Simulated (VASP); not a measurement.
# BN in VASP: further runs

The runs below take BN through single point, with PBE+D3(BJ).

Program: VASP 6.6.1. These are calculated values, not measurements. Logs are shortened: lines on timing, memory, paths and dates and some standing lists are left out, and cuts for length are marked.

**1. The structure**

The cell holds a slab with vacuum, 4 atoms: a = 2.509 Å, b = 2.509 Å, c = 32.600 Å, α = 90.00°, β = 90.00°, γ = 60.00°.

**2. Single point, PBE+D3(BJ)**

Contents of INCAR:

```
SYSTEM = BN
ALGO = Normal
DIPOL = 0.5 0.5 0.500
EDIFF = 1E-6
ENCUT = 520
GGA = PE
IDIPOL = 3
ISIF = 2
ISMEAR = 0
IVDW = 12
LASPH = .TRUE.
LCHARG = .FALSE.
LDIPOL = .TRUE.
LREAL = .FALSE.
LWAVE = .FALSE.
NBANDS = 16
NELM = 100
PREC = Accurate
SIGMA = 0.02
```

Contents of KPOINTS:

```
k-points
0
G
  10 10 1
  0 0 0
```

Contents of POSCAR:

```
BN
1.0
    2.5087542034      0.0014369843      0.0000000000
    1.2531178291      2.1733719020      0.0000000000
    0.0000000000      0.0000000000     32.6000000000
B N
2 2
Direct
    0.4999824924      0.4999824924      0.4445347075
    0.4999824924      0.4999824924      0.5554652925
    0.8333164479      0.8333164479      0.4445109687
    0.8333164479      0.8333164479      0.5554890313
```

Potentials or basis: VASP PAW PBE potentials, release 64 (B, N).

The run is started by

```console
> cat potpaw_PBE.64/B/POTCAR potpaw_PBE.64/N/POTCAR > POTCAR
> mpirun -np 1 vasp_std > vasp.out
```

OUTCAR:

```text
SYSTEM = BN
   EDIFF = 1E-6
   ENCUT = 520
   GGA = PE
   ISIF = 2
   ISMEAR = 0
   IVDW = 12
   LASPH = .TRUE.
   LREAL = .FALSE.
   NELM = 100
   PREC = Accurate
 IVDW          = 12

 ion  position               nearest neighbor table
   1  0.500  0.500  0.445-   3 1.45   3 1.45   3 1.45
   2  0.500  0.500  0.555-   4 1.45   4 1.45   4 1.45
   3  0.833  0.833  0.445-   1 1.45   1 1.45   1 1.45
   4  0.833  0.833  0.555-   2 1.45   2 1.45   2 1.45

  LATTYP: Found a hexagonal cell.
 ALAT       =     2.5087546149
 C/A-ratio  =    12.9944952790

  Lattice vectors:

 A1 = (  -1.2531178291,  -2.1733719020,   0.0000000000)
 A2 = (   2.5087542034,   0.0014369843,   0.0000000000)
 A3 = (   0.0000000000,   0.0000000000,  32.6000000000)

Analysis of symmetry for initial positions (statically):
=====================================================================
 Subroutine PRICEL returns:
 Original cell was already a primitive cell.

 Routine SETGRP: Setting up the symmetry group for a
 hexagonal supercell.

 Subroutine GETGRP returns: Found 12 space group operations
 (whereof  4 operations were pure point group operations)
 out of a pool of 24 trial point group operations.

The static configuration has the point symmetry C_2v.
 The point group associated with its full space group is D_3h.

Analysis of symmetry for dynamics (positions and initial velocities):
=====================================================================
 Subroutine PRICEL returns:
 Original cell was already a primitive cell.

 Routine SETGRP: Setting up the symmetry group for a
 hexagonal supercell.

 Subroutine GETGRP returns: Found 12 space group operations
 (whereof  4 operations were pure point group operations)
 out of a pool of 24 trial point group operations.

The dynamic configuration has the point symmetry C_2v.
 The point group associated with its full space group is D_3h.

 Subroutine INISYM returns: Found 12 space group operations
 (whereof  4 operations are pure point group operations),
 and found     1 'primitive' translations

----------------------------------------------------------------------------------------

                                     Primitive cell

  volume of cell :     177.6914

  direct lattice vectors                    reciprocal lattice vectors
     2.508754203  0.001436984  0.000000000     0.398735900 -0.229902239  0.000000000
     1.253117829  2.173371902  0.000000000    -0.000263635  0.460266540  0.000000000
     0.000000000  0.000000000 32.600000000     0.000000000  0.000000000  0.030674847
[... 88 lines left out ...]
   NELECT =      16.0000    total number of electrons
   NUPDOWN=      -1.0000    fix difference up-down
   EMIN   =  10.00;   EMAX   =-10.00  energy-range for DOS
   EFERMI =   0.00;   METHOD = LEGACY
   ISMEAR =     0;   SIGMA  =   0.02  broadening in eV -4-tet -1-fermi 0-gaus
   EFERMI_NEDOS =   21; number of points for ismear=-14 and -15
   IALGO  =     38    algorithm
   IMIX   =      4    mixing-type and parameters
     AMIX     =   0.40;   BMIX     =  1.00
     AMIX_MAG =   1.60;   BMIX_MAG =  1.00
  volume/ion in A,a.u.               =      44.42       299.78
  Fermi-wavevector in a.u.,A,eV,Ry     =   0.733769  1.386622  7.325608  0.538417
  Thomas-Fermi vector in A             =   1.826559
   LORBIT       =      0    0 simple, 1 ext, 2 COOP (PROOUT), +10 PAW based schemes
   GGA     = PE    functional components
   LHFCALC =     F    Hartree Fock is set to
   AEXX    =    0.0000 exact exchange contribution
   IVDW    =    12    specifies the selected vdW correction
   LEPSILON=     F    determine dielectric tensor
   LRPA    =     F    only Hartree local field effects (RPA)
 non-spin polarized calculation
 Gauss-broadening in eV      SIGMA  =   0.02
  energy-cutoff  :      520.00
  volume of cell :      177.69
 maximum number of plane-waves:      4825
   NGX =  9   NGY =  9   NGZ =121

 dipolmoment           0.000000      0.000000      0.000000 electrons x Angstroem

 number of electron      16.0000002 magnetization

 dipolmoment           0.000000      0.000000     -0.000000 electrons x Angstroem

 Free energy of the ion-electron system (eV)
  ---------------------------------------------------
  ext. energy  EPLUGINS =         0.00000000
  ---------------------------------------------------
  free energy    TOTEN  =       -35.18279715 eV

  energy without entropy =      -35.18279715  energy(sigma->0) =      -35.18279715

 E-fermi :  -4.0297     XC(G=0):  -2.3811

 val. band max:       -4.1994973478   @ k =  -0.4000   0.3000   0.0000
 cond. band min:       0.1727030984   @ k =   0.5000  -0.0000   0.0000
 fundamental gap:      4.3722004462
 Fermi energy:        -4.0297184339

 k-point     1 :       0.0000    0.0000    0.0000
  band No.  band energies     occupation
      1     -21.8524      2.00000
      2     -21.7779      2.00000
      3      -9.7390      2.00000
      4      -9.0538      2.00000
      5      -5.5270      2.00000
      6      -5.5269      2.00000
[... 243 lines left out ...]
      3     -12.1672      2.00000
      4     -12.1183      2.00000
      5     -11.0332      2.00000
      6     -10.9743      2.00000
[... 8 lines left out ...]
     15       9.8471      0.00000
     16      10.2341      0.00000

------------------------ aborting loop because EDIFF is reached ----------------------------------------

 vacuum level on the upper side and lower side of the slab       (xc-potential included)        -0.009        -0.009

 Edisp (eV)   -0.39943

 E8    (eV) :    -0.1223

  FORCE on cell =-STRESS in cart. coord.  units (eV):
  Direction    XX          YY          ZZ          XY          YZ          ZX
  --------------------------------------------------------------------------------------
  -------------------------------------------------------------------------------------
  Total      -0.08874    -0.08874    -0.03324     0.00000     0.00000     0.00000
  in kB      -0.80016    -0.80017    -0.29969     0.00001     0.00000     0.00000
  external pressure =       -0.63 kB  Pullay stress =        0.00 kB

 VOLUME and BASIS-vectors are now :
 -----------------------------------------------------------------------------
  energy-cutoff  :      520.00
  volume of cell :      177.69
      direct lattice vectors                 reciprocal lattice vectors
     2.508754203  0.001436984  0.000000000     0.398735900 -0.229902239  0.000000000
     1.253117829  2.173371902  0.000000000    -0.000263635  0.460266540  0.000000000
     0.000000000  0.000000000 32.600000000     0.000000000  0.000000000  0.030674847

 POSITION                                       TOTAL-FORCE (eV/Angst)
 -----------------------------------------------------------------------------------
      1.88087      1.08737     14.49183        -0.000000      0.000000     -0.004979
      1.88087      1.08737     18.10817        -0.000000     -0.000000      0.004979
      3.13483      1.81230     14.49106         0.000000      0.000000      0.004251
      3.13483      1.81230     18.10894        -0.000000     -0.000000     -0.004251
 -----------------------------------------------------------------------------------
    total drift:                               -0.002129     -0.001231      0.000001

  FREE ENERGIE OF THE ION-ELECTRON SYSTEM (eV)
  ---------------------------------------------------
  free  energy   TOTEN  =       -35.5822224617 eV

  energy  without entropy=      -35.5822224617  energy(sigma->0) =      -35.58222246

 vacuum level on the upper side and lower side of the slab         1.642         1.642
```

stdout:

```text
POSCAR found type information on POSCAR B N
 POSCAR found :  2 types and       4 ions
 scaLAPACK will be used
 LDA part: xc-table for (Slater+PW92), standard interpolation
 POSCAR, INCAR and KPOINTS ok, starting setup
 FFT: planning ... GRIDC
 FFT: planning ... GRID_SOFT
 FFT: planning ... GRID
 WAVECAR not read
 entering main loop
```

Wall time 55 s (1 thread of Intel Xeon Platinum 8488C (Sapphire Rapids), shared host); peak memory 0.31 GiB.

Results:

| Quantity | Value |
| --- | --- |
| Free energy | -35.5822 eV |
| Largest force | 0.005 eV/Å |
| Band gap on the k mesh | 4.37 eV, indirect (least direct gap 4.48 eV) |
| Dispersion energy per atom | -0.100 eV |

Forces on the atoms (eV/Å):
```
B    0.000  0.000 -0.005
B    0.000  0.000  0.005
N    0.000  0.000  0.004
N    0.000  0.000 -0.004
```

**3. Single point, PBE+D3(BJ)**

Contents of INCAR:

```
SYSTEM = BN
PREC = Accurate
ENCUT = 520
EDIFF = 1E-6
ISMEAR = 0
SIGMA = 0.02
LREAL = .FALSE.
LASPH = .TRUE.
NELM = 100
ALGO = Normal
ISIF = 2
LWAVE = .FALSE.
LCHARG = .FALSE.
LDIPOL = .TRUE.
IDIPOL = 3
DIPOL = 0.5 0.5 0.500
GGA = PE
IVDW = 12
NBANDS = 16
```

Contents of KPOINTS:

```
Automatic mesh
0
G
  10 10 1
  0 0 0
```

Contents of POSCAR:

```
BN
1.0
    2.5087542034      0.0014369843      0.0000000000
    1.2531178291      2.1733719020      0.0000000000
    0.0000000000      0.0000000000     32.6000000000
B N
2 2
Direct
    0.4999824924      0.4999824924      0.4486920275
    0.1666491590      0.1666491590      0.5513195505
    0.8333169540      0.8333169540      0.4486364766
    0.4999836157      0.4999836157      0.5513519453
```

Potentials or basis: VASP PAW PBE potentials, release 64 (B, N).

The run is started by

```console
> cat potpaw_PBE.64/B/POTCAR potpaw_PBE.64/N/POTCAR > POTCAR
> mpirun -np 1 vasp_std > vasp.out
```

OUTCAR:

```text
SYSTEM = BN
   PREC = Accurate
   ENCUT = 520
   EDIFF = 1E-6
   ISMEAR = 0
   LREAL = .FALSE.
   LASPH = .TRUE.
   NELM = 100
   ISIF = 2
   GGA = PE
   IVDW = 12
 IVDW          = 12

 ion  position               nearest neighbor table
   1  0.500  0.500  0.449-   3 1.45   3 1.45   3 1.45
   2  0.167  0.167  0.551-   4 1.45   4 1.45   4 1.45
   3  0.833  0.833  0.449-   1 1.45   1 1.45   1 1.45
   4  0.500  0.500  0.551-   2 1.45   2 1.45   2 1.45

[... 464 lines left out ...]
  Direction    XX          YY          ZZ          XY          YZ          ZX
  --------------------------------------------------------------------------------------
  -------------------------------------------------------------------------------------
  Total      -0.07098    -0.07098    -0.03973     0.00000    -0.00000    -0.00000
  in kB      -0.63997    -0.63998    -0.35824     0.00000    -0.00000    -0.00000
  external pressure =       -0.55 kB  Pullay stress =        0.00 kB

 VOLUME and BASIS-vectors are now :
 -----------------------------------------------------------------------------
  energy-cutoff  :      520.00
  volume of cell :      177.69
      direct lattice vectors                 reciprocal lattice vectors
     2.508754203  0.001436984  0.000000000     0.398735900 -0.229902239  0.000000000
     1.253117829  2.173371902  0.000000000    -0.000263635  0.460266540  0.000000000
     0.000000000  0.000000000 32.600000000     0.000000000  0.000000000  0.030674847

 POSITION                                       TOTAL-FORCE (eV/Angst)
 -----------------------------------------------------------------------------------
      1.88087      1.08737     14.62736         0.000000     -0.000000     -0.003101
      0.62691      0.36243     17.97302         0.000000     -0.000000      0.001604
      3.13483      1.81231     14.62555        -0.000000     -0.000000      0.004158
      1.88087      1.08737     17.97407         0.000000      0.000000     -0.002662
 -----------------------------------------------------------------------------------
    total drift:                               -0.004456     -0.002576     -0.000041

  FREE ENERGIE OF THE ION-ELECTRON SYSTEM (eV)
  ---------------------------------------------------
  free  energy   TOTEN  =       -35.6029293993 eV

  energy  without entropy=      -35.6029293993  energy(sigma->0) =      -35.60292940

 vacuum level on the upper side and lower side of the slab         1.587         1.698
```

OSZICAR:

```text
N       E                     dE             d eps       ncg     rms          rms(c)
DAV:   1     0.137885035028E+03    0.13789E+03   -0.59606E+03   456   0.740E+02
DAV:   2    -0.214882984973E+02   -0.15937E+03   -0.13631E+03   752   0.178E+02
DAV:   3    -0.384774240018E+02   -0.16989E+02   -0.16825E+02   624   0.744E+01
[... 13 lines left out ...]
DAV:  17    -0.351811107366E+02   -0.56409E-04   -0.23733E-06   536   0.599E-03    0.221E-03
DAV:  18    -0.351811366897E+02   -0.25953E-04   -0.76736E-07   536   0.384E-03    0.501E-04
DAV:  19    -0.351811459768E+02   -0.92871E-05   -0.20221E-07   416   0.203E-03    0.518E-04
DAV:  20    -0.351811504403E+02   -0.44635E-05   -0.11093E-07   448   0.136E-03    0.148E-04
DAV:  21    -0.351811513349E+02   -0.89462E-06   -0.20329E-08   456   0.693E-04
   1 F= -.35602929E+02 E0= -.35602929E+02  d E =-.148274E-11
```

stdout:

```text
POSCAR found type information on POSCAR B N
 POSCAR found :  2 types and       4 ions
 scaLAPACK will be used
 LDA part: xc-table for (Slater+PW92), standard interpolation
 POSCAR, INCAR and KPOINTS ok, starting setup
 FFT: planning ... GRIDC
 FFT: planning ... GRID_SOFT
 FFT: planning ... GRID
 WAVECAR not read
 entering main loop
```

Run time: 52 s. Hardware: 1 thread of Intel Xeon Platinum 8488C (Sapphire Rapids), shared host; peak memory 0.3 GiB.

What came out:

| Property | Result |
| --- | --- |
| Free energy | -35.6029 eV |
| Largest force | 0.004 eV/Å |
| Band gap on the k mesh | 4.60 eV, indirect (least direct gap 4.80 eV) |
| Dispersion energy per atom | -0.105 eV |

Forces on the atoms (eV/Å):
```
B    0.000  0.000 -0.003
B    0.000  0.000  0.002
N    0.000  0.000  0.004
N    0.000  0.000 -0.003
```

Levels at points of the mesh, in eV from the valence-band top:
```csv
k point,band 4,band 5,band 6,band 7,band 8,band 9,band 10,band 11,band 12,band 13
"(0.00, 0.00, 0.00)",-4.64,-1.33,-1.32,-1.22,-1.22,4.87,5.36,5.87,6.12,6.41
"(0.50, 0.00, 0.00)",-8.74,-4.11,-4.00,-1.01,-0.69,4.60,5.15,9.75,9.84,12.65
```

**4. Single point, PBE+D3(BJ)**

Contents of INCAR:

```
SYSTEM = BN
  PREC = Accurate
  ENCUT = 520
  EDIFF = 1E-6
  ISMEAR = 0
  SIGMA = 0.02
  LREAL = .FALSE.
  LASPH = .TRUE.
  NELM = 100
  ALGO = Fast
  ISIF = 2
  LWAVE = .FALSE.
  LCHARG = .FALSE.
  LDIPOL = .TRUE.
  IDIPOL = 3
  DIPOL = 0.5 0.5 0.500
  GGA = PE
  IVDW = 12
  NBANDS = 16
```

KPOINTS is that of step 3.

Contents of POSCAR:

```
BN
1.0
    2.5087542034      0.0014369843      0.0000000000
    1.2531178291      2.1733719020      0.0000000000
    0.0000000000      0.0000000000     32.6000000000
B N
2 2
Direct
    0.4999824924      0.4999824924      0.4469368995
    0.0000175076      0.5000175076      0.5530631005
    0.8334490376      0.8330506046      0.4469084097
    0.6665509624      0.1669493954      0.5530915903
```

The run is started by

```console
> cat potpaw_PBE.64/B/POTCAR potpaw_PBE.64/N/POTCAR > POTCAR
> mpirun -np 1 vasp_std > vasp.out
```

Run time: 4.1 min. Hardware: 1 thread of Intel Xeon Platinum 8488C (Sapphire Rapids), shared host; peak memory 0.37 GiB.

Results (log left out):

```
Free energy                : -35.5924 eV
Largest force              : 0.022 eV/Å
Band gap on the k mesh     : 4.33 eV, indirect (least direct gap 4.66 eV)
Dispersion energy per atom : -0.103 eV
```

Forces on the atoms (eV/Å):
```
B    0.000 -0.021 -0.002
B    0.000  0.021  0.002
N    0.000  0.000 -0.002
N    0.000  0.000  0.002
```

Levels at points of the mesh, in eV from the valence-band top:
```csv
k point,band 4,band 5,band 6,band 7,band 8,band 9,band 10,band 11,band 12,band 13
"(0.00, 0.00, 0.00)",-4.79,-1.36,-1.35,-1.34,-1.34,4.76,5.26,5.81,6.05,6.32
"(0.50, 0.00, 0.00)",-8.84,-4.13,-4.13,-1.16,-0.66,4.33,5.23,9.53,9.89,12.42
"(0.50, 0.50, 0.00)",-8.84,-4.13,-4.13,-1.16,-0.66,4.33,5.23,9.53,9.89,12.42
"(0.00, 0.50, 0.00)",-8.83,-4.14,-4.12,-0.95,-0.90,4.58,5.03,9.71,9.72,12.59
```

**5. The runs side by side**

```tsv
cell	gap on the mesh (eV)
P-6m2, 44.42 Å³/atom	4.37
P3m1, 44.42 Å³/atom	4.60
C2/m, 44.42 Å³/atom	4.33
```

Some of these runs hold the atoms at other places in the same cell, which the table doesn't show; runs alike in all that it shows share one row.

Alike in all rows: task single point; level PBE+D3(BJ); potentials or basis VASP PAW PBE potentials, release 64 (B, N); no spin polarisation; k mesh 10 × 10 × 1; cutoff (eV) 520; smearing gaussian 0.02 eV.

On the cell as given the gap runs from 4.33 eV (PBE+D3(BJ)) to 4.60 eV (PBE+D3(BJ)).

Absolute energies hang on the potentials; compare differences alone.
